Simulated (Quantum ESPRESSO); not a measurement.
Input of a Quantum ESPRESSO 7.5 run:

File pw.in:

```
&CONTROL
  calculation = 'relax'
  prefix = 'pwscf'
  outdir = './tmp'
  pseudo_dir = './pseudo'
  tprnfor = .true.
  disk_io = 'low'
  nstep = 40
  forc_conv_thr = 0.001
  etot_conv_thr = 0.0001
  max_seconds = 2720
/
&SYSTEM
  ibrav = 0
  nat = 6
  ntyp = 4
  ecutwfc = 40
  ecutrho = 200
  nbnd = 33
  occupations = 'smearing'
  smearing = 'fd'
  degauss = 0.00999582
  vdw_corr = 'grimme-d3'
  dftd3_version = 3
/
&ELECTRONS
  conv_thr = 1.2d-07
  electron_maxstep = 150
  mixing_beta = 0.3
  mixing_mode = 'local-TF'
  tqr = .true.
/
&IONS
  upscale = 10
  ion_dynamics = 'bfgs'
/
ATOMIC_SPECIES
Se    78.9710 se_pbe_v1.uspp.F.UPF
Zr    91.2240 zr_pbe_v1.uspp.F.UPF
Se9   78.9710 se_pbe_v1.uspp.F.UPF
Zr9   91.2240 zr_pbe_v1.uspp.F.UPF
CELL_PARAMETERS angstrom
   3.7979980585    0.0000000000    0.0000000000
  -1.8989990293    3.2891628023    0.0000000000
   0.0000000000    0.0000000000   24.2880000000
ATOMIC_POSITIONS crystal
Se9    0.6666666667    0.3333333334    0.3087944664  0 0 0
Zr9    0.0000000000    0.0000000000    0.3725296443  0 0 0
Se9    0.3333333333    0.6666666666    0.4362648221  0 0 0
Se     0.6666666667    0.3333333334    0.5637351779
Zr     0.0000000000    0.0000000000    0.6274703557
Se     0.3333333333    0.6666666666    0.6912055336
K_POINTS automatic
8 8 1 0 0 0
```

Potentials or basis: GBRV 1.5 PBE.

Run with:

```bash
$ OMP_NUM_THREADS=1 mpirun -n 2 pw.x -nk 2 -in pw.in > pw.out
```

Question: Predict the energy gained by relaxing.

Answer: 1.8 meV/atom.

Final structure:
```
CELL_PARAMETERS angstrom
3.79800 0.00000 0.00000
-1.89900 3.28916 0.00000
0.00000 0.00000 24.28800
ATOMIC_POSITIONS crystal
Se 0.66667 0.33333 0.30879
Zr 0.00000 0.00000 0.37253
Se 0.33333 0.66667 0.43626
Se 0.66667 0.33333 0.56243
Zr 0.00000 0.00000 0.62739
Se 0.33333 0.66667 0.69261
```

Caveat: real space augmentation costs some meV and hundredths of eV per Å.
